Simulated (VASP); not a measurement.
**VASP 6.6.1 run: C**

INCAR

```
NBANDS = 16
NSW = 0
ISIF = 2
ISMEAR = -1
GGA = PE
SIGMA = 0.02
EDIFF = 1E-7
LASPH = .TRUE.
LWAVE = .FALSE.
LCHARG = .FALSE.
NELMIN = 4
LREAL = .FALSE.
ENCUT = 520
IBRION = -1
NELM = 88
PREC = Accurate
```

KPOINTS

```
KPOINTS created by Atomic Simulation Environment
0
Gamma
12 12 6
0 0 0
```

POSCAR

```
C
 1.0000000000000000
     2.5031953717780824    0.0000000000287717    0.0000000000000000
    -1.2515976859139586    2.1678307825810661    0.0000000000000000
    -0.0000000000000000    0.0000000000000000    4.1688692921454775
 C
   4
Cartesian
 -0.0000000000166113  1.4452205217303011  0.0009643286881245
  1.2515976858807356  0.7226102608795363  2.0853989747608632
 -0.0000000000166113  1.4452205217303011  1.5623616558664297
  1.2515976858807356  0.7226102608795363  3.6467963019391694
```

The recommended PBE PAW datasets give the neutral cell 16 valence electrons.

Command

```
mpirun -np 1 vasp_std
```

OSZICAR

```
N       E                     dE             d eps       ncg     rms          rms(c)
DAV:   1     0.207464093261E+02    0.20746E+02   -0.83010E+03  2432   0.972E+02
DAV:   2    -0.357467228099E+02   -0.56493E+02   -0.51981E+02  3480   0.186E+02
DAV:   3    -0.375633174724E+02   -0.18166E+01   -0.18103E+01  3024   0.282E+01
DAV:   4    -0.375703108494E+02   -0.69934E-02   -0.69924E-02  3024   0.216E+00
DAV:   5    -0.375703450131E+02   -0.34164E-04   -0.34163E-04  3008   0.135E-01    0.788E+00
DAV:   6    -0.365959521228E+02    0.97439E+00   -0.59575E-01  2776   0.488E+00    0.471E+00
DAV:   7    -0.362662758068E+02    0.32968E+00   -0.68940E-01  3096   0.544E+00    0.105E+00
DAV:   8    -0.362690173966E+02   -0.27416E-02   -0.13840E-02  2704   0.776E-01    0.610E-02
DAV:   9    -0.362691100886E+02   -0.92692E-04   -0.17072E-04  3184   0.985E-02    0.302E-02
DAV:  10    -0.362691499937E+02   -0.39905E-04   -0.33382E-05  2728   0.471E-02    0.854E-03
DAV:  11    -0.362691499180E+02    0.75723E-07   -0.53383E-07  3256   0.590E-03
   1 F= -.36269150E+02 E0= -.36269150E+02  d E =-.228366E-12
```

From OUTCAR

```
k-points           NKPTS =     76   k-points in BZ     NKDIM =     76   number of bands    NBANDS=     16

   NELECT =      16.0000    total number of electrons

   dimension x,y,z NGX =    20 NGY =   20 NGZ =   32
   dimension x,y,z NGXF=    40 NGYF=   40 NGZF=   64

  energy-cutoff  :      520.00
  volume of cell :       22.62
      direct lattice vectors                 reciprocal lattice vectors
     2.503195372  0.000000000  0.000000000     0.399489393  0.230645309  0.000000000
    -1.251597686  2.167830783  0.000000000    -0.000000000  0.461290617  0.000000000
     0.000000000  0.000000000  4.168869292     0.000000000  0.000000000  0.239873196

 k-points in reciprocal lattice and weights: KPOINTS created by Atomic Simulation Env
   0.00000000  0.00000000  0.00000000       0.001
   0.08333333  0.00000000  0.00000000       0.007
   0.16666667  0.00000000  0.00000000       0.007
   0.25000000  0.00000000  0.00000000       0.007
   0.33333333  0.00000000  0.00000000       0.007
   0.41666667  0.00000000  0.00000000       0.007
   0.50000000  0.00000000  0.00000000       0.003
   0.08333333  0.08333333  0.00000000       0.007
   ...

 E-fermi :  10.5190

 k-point     1 :       0.0000    0.0000    0.0000
  band No.  band energies     occupation
      1     -11.7670      2.00000
      2      -6.1850      2.00000
      3      -3.6571      2.00000
      4       6.9750      2.00000
      5       6.9750      2.00000
      6       9.5813      2.00000
      7      10.0590      2.00000
      8      10.0590      2.00000
      9      15.0457      0.00000
     10      15.0457      0.00000
     11      15.3969      0.00000
     12      18.2430      0.00000
     13      19.6065      0.00000
     14      19.6065      0.00000
     15      24.2171      0.00000
     16      27.7876      0.00000

 k-point     2 :       0.0833    0.0000    0.0000
  band No.  band energies     occupation
      1     -11.5939      2.00000
      2      -6.0292      2.00000
      3      -3.4959      2.00000
      4       6.1154      2.00000
      5       6.6191      2.00000
      6       9.3256      2.00000
      7       9.3286      2.00000
      8       9.7425      2.00000
      9      15.1502      0.00000
     10      15.5062      0.00000
     11      15.6993      0.00000
     12      18.7848      0.00000
     13      19.7544      0.00000
     14      20.1564      0.00000
     15      24.4228      0.00000
     16      27.5677      0.00000

 k-point     3 :       0.1667    0.0000    0.0000
  band No.  band energies     occupation
      1     -11.0766      2.00000
      2      -5.5628      2.00000
      3      -3.0233      2.00000
      4       4.1024      2.00000
      5       5.8077      2.00000
      6       7.6140      2.00000
      7       8.6166      2.00000
      8       9.0036      2.00000
      9      15.1615      0.00000
     10      16.3167      0.00000
     11      16.5356      0.00000
     12      19.9938      0.00000
     13      20.0421      0.00000
     14      21.5539      0.00000
     15      25.0514      0.00000
     16      25.2972      0.00000

 ...

  Total        0.7225327      0.7225327      0.6064390     -0.0000000     -0.0000000     -0.0000000
  in kB       51.1716846     51.1716846     42.9496168     -0.0000000     -0.0000000     -0.0000000
  external PRESSURE =      48.4309953 kB  Pullay stress =       0.0000000 kB

 POSITION                                       TOTAL-FORCE (eV/Angst)
 -----------------------------------------------------------------------------------
     -0.00000      1.44522      0.00096         0.000000      0.000000      0.016029
      1.25160      0.72261      2.08540        -0.000000      0.000000      0.016029
     -0.00000      1.44522      1.56236        -0.000000     -0.000000     -0.016029
      1.25160      0.72261      3.64680        -0.000000     -0.000000     -0.016029
 -----------------------------------------------------------------------------------
    total drift:                                0.000000     -0.000000      0.000000

  FREE ENERGIE OF THE ION-ELECTRON SYSTEM (eV)
  ---------------------------------------------------
  free  energy   TOTEN  =       -36.2691499180 eV

  energy  without entropy=      -36.2691499180  energy(sigma->0) =      -36.26914992
```

It converged. Results: gap between bands v and c on the k mesh 3.31 eV; least direct gap on the k mesh 4.99 eV; pressure 4.8 GPa; largest force 0.02 eV/Å. Band v is the last that the valence electrons fill when counted band by band, and c is the next.

For comparison, a separate PBE run of the intended cell, on usual settings and not on those above, gives a gap of 3.31 eV on its mesh and a pressure of 4.8 GPa.

The run above took about 17 s on one core of a shared host (Intel Xeon Platinum 8488C) and held 0.14 GiB at most.
